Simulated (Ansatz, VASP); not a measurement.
# MgI2 in VASP and in Ansatz

File INCAR:

```
ALGO     = Normal         # electronic algorithm
EDIFF    = 1E-6           # SCF threshold, eV
ENCUT    = 520            # plane-wave cutoff, eV
GGA      = PS             # functional
ISIF     = 2              # what is computed and relaxed
ISMEAR   = 0              # smearing method
LASPH    = T              # aspherical terms in the spheres
LCHARG   = F              # write CHGCAR
LREAL    = F              # projectors in reciprocal space
LWAVE    = F              # write WAVECAR
NBANDS   = 15             # bands
NELM     = 80             # most SCF steps
PREC     = Accurate       # precision mode
SIGMA    = 0.05           # smearing width, eV
```

File KPOINTS:

```
k-points
0
Gamma
  6 6 4
```

File POSCAR:

```
MgI2
1.0
    4.2160056232      0.0000000000      0.0000000000
   -2.1080028116      3.6511679722      0.0000000000
    0.0000000000      0.0000000000      6.6561400000
Mg I
1 2
Direct
    0.0000000000      0.0000000000      0.0000000000
    0.3333333333      0.6666666667      0.7576300000
    0.6666666667      0.3333333333      0.2423700000
```

Input for Ansatz:

```yaml
crystal:
  lattice:
    - [4.2160056232, 0.0, 0.0]
    - [-2.1080028116, 3.6511679722, 0.0]
    - [0.0, 0.0, 6.65614]
  atoms:
    - { symbol: Mg, position: [0.0, 0.0, 0.0] }
    - { symbol: I, position: [0.3333333333, 0.6666666667, 0.75763] }
    - { symbol: I, position: [0.6666666667, 0.3333333333, 0.24237] }
basis:
  ecutwfc: 420
kpoints:
  mp_grid: { grid: [6, 6, 4] }
hamiltonian:
  xc: pbesol
scf:
  occupations: { method: gaussian, width: 0.05 }
output:
  forces: true
  stress: true
  eigenvalues: true
```

Change from the starting cell: strain +0.015 along x and y, -0.030 along z, atoms carried along.

Alike in both runs: task single point; functional PBEsol; k mesh 6 × 6 × 4; occupations gaussian, width 0.05 eV; no spin polarisation.

|  | VASP | Ansatz |
| --- | --- | --- |
| version | VASP 6.6.1 | Ansatz 0.2.0 |
| potentials or method | VASP PAW PBE potentials, release 64 (Mg, I) | scalar-relativistic, plane waves, PAW |
| plane-wave cutoff (eV) | 520 | 420 |
| valence electrons in the cell | 16 | 44 |

VASP gave:

```
gap on the k mesh at the Fermi level (eV)       : 3.23
least direct gap on the mesh (eV)               : 3.28
pressure (GPa)                                  : -0.2
largest component of the traceless stress (GPa) : 1.06
rms of the force components (eV/Å)              : 0.034
```

Problem. What did Ansatz give for the same quantities?

Solution. gap on the k mesh at the Fermi level (eV): 3.24; least direct gap on the mesh (eV): 3.29; pressure (GPa): -0.2; largest component of the traceless stress (GPa): 1.05; rms of the force components (eV/Å): 0.036.

Atom by atom the forces differ by 0.002 eV/Å (rms over components). The two sets of potentials don't hold the same shells in valence.

Caveats: the PAW data sets were made with another functional, which shifts forces and pressure a little (VASP); spin-orbit coupling is left out, which moves the levels of the heavy elements; this functional lacks dispersion, which binds the layers, so the pressure and a relaxed spacing across them are unreliable. A k mesh can miss the band edges.
